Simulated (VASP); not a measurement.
Computed with PBE GGA with D3 dispersion (zero damping), VASP's PBE PAW potentials (set 64) (plane waves; VASP 6.6.1).

Input for VASP

INCAR:
```
# general
SYSTEM   =  CsBr
PREC     =  Accurate
ENCUT    =  520
LREAL    =  .False.
LASPH    =  .True.

# electronic loop
EDIFF    =  1E-7
NELM     =  100
ALGO     =  Normal
LMAXMIX  =  4

# smearing
ISMEAR   =  0
SIGMA    =  0.05

# functional
GGA      =  PE
IVDW     =  11

# ions
ISIF     =  2

# output
LWAVE    =  .False.
LCHARG   =  .False.
```

### POSCAR
```
CsBr
1
    4.3003961307     0.0000000000     0.0000000000
    0.0000000000     4.3003961307     0.0000000000
    0.0000000000     0.0000000000     4.3003961307
Cs Br
1 1
Direct
  0.0000000000   0.0000000000   0.0000000000
  0.5000000000   0.5000000000   0.5000000000
```

KPOINTS:
```
Automatic
0
Gamma
  6 6 6
```

POTCAR, in this order: Cs_sv Br (PBE.64 set). Program: vasp_std.

Output of the run:

File OSZICAR:
```
       N       E                     dE             d eps       ncg     rms          rms(c)
DAV:   1     0.956650974737E+02    0.95665E+02   -0.65368E+03   480   0.112E+03
DAV:   2     0.123424152224E+01   -0.94431E+02   -0.88325E+02   732   0.176E+02
DAV:   3    -0.620197992731E+01   -0.74362E+01   -0.74163E+01   596   0.575E+01
DAV:   4    -0.627441837642E+01   -0.72438E-01   -0.72416E-01   556   0.687E+00
DAV:   5    -0.627502777666E+01   -0.60940E-03   -0.60931E-03   608   0.618E-01    0.180E+00
DAV:   6    -0.604397315580E+01    0.23105E+00   -0.35322E-01   540   0.307E+00    0.110E+00
DAV:   7    -0.600641524063E+01    0.37558E-01   -0.18083E-01   604   0.223E+00    0.584E-01
DAV:   8    -0.600918061165E+01   -0.27654E-02   -0.11637E-02   544   0.775E-01    0.918E-02
DAV:   9    -0.600955431735E+01   -0.37371E-03   -0.19827E-03   568   0.284E-01    0.760E-02
DAV:  10    -0.600961843347E+01   -0.64116E-04   -0.13294E-04   564   0.974E-02    0.129E-02
DAV:  11    -0.600962460183E+01   -0.61684E-05   -0.31413E-05   572   0.372E-02    0.441E-03
DAV:  12    -0.600962448974E+01    0.11209E-06   -0.57429E-06   560   0.158E-02    0.102E-03
DAV:  13    -0.600962452291E+01   -0.33169E-07   -0.14138E-07   472   0.317E-03
   1 F= -.65402750E+01 E0= -.65402750E+01  d E =-.335179E-18
```

OUTCAR:
```
------------------------ aborting loop because EDIFF is reached ----------------------------------------
 Edisp (eV)   -0.53065
  FORCE on cell =-STRESS in cart. coord.  units (eV):
  Direction    XX          YY          ZZ          XY          YZ          ZX
  --------------------------------------------------------------------------------------
  Total       0.46193     0.46193     0.46193     0.00000     0.00000    -0.00000
  in kB       9.30597     9.30597     9.30597     0.00000     0.00000    -0.00000
  external pressure =        9.31 kB  Pullay stress =        0.00 kB
  volume of cell :       79.53
      direct lattice vectors                 reciprocal lattice vectors
     4.300396131  0.000000000  0.000000000     0.232536717  0.000000000  0.000000000
     0.000000000  4.300396131  0.000000000     0.000000000  0.232536717  0.000000000
     0.000000000  0.000000000  4.300396131     0.000000000  0.000000000  0.232536717
 POSITION                                       TOTAL-FORCE (eV/Angst)
 -----------------------------------------------------------------------------------
      0.00000      0.00000      0.00000         0.000000      0.000000      0.000000
      2.15020      2.15020      2.15020         0.000000      0.000000      0.000000
 -----------------------------------------------------------------------------------
    total drift:                                0.000000      0.000000     -0.000000
  FREE ENERGIE OF THE ION-ELECTRON SYSTEM (eV)
  ---------------------------------------------------
  free  energy   TOTEN  =        -6.5402750390 eV

  energy  without entropy=       -6.5402750390  energy(sigma->0) =       -6.54027504
```
(Selected blocks of OUTCAR.)

The compound is CsBr in the CsCl type structure. This cell is one point of a volume scan, at 0.94 of the reference volume.
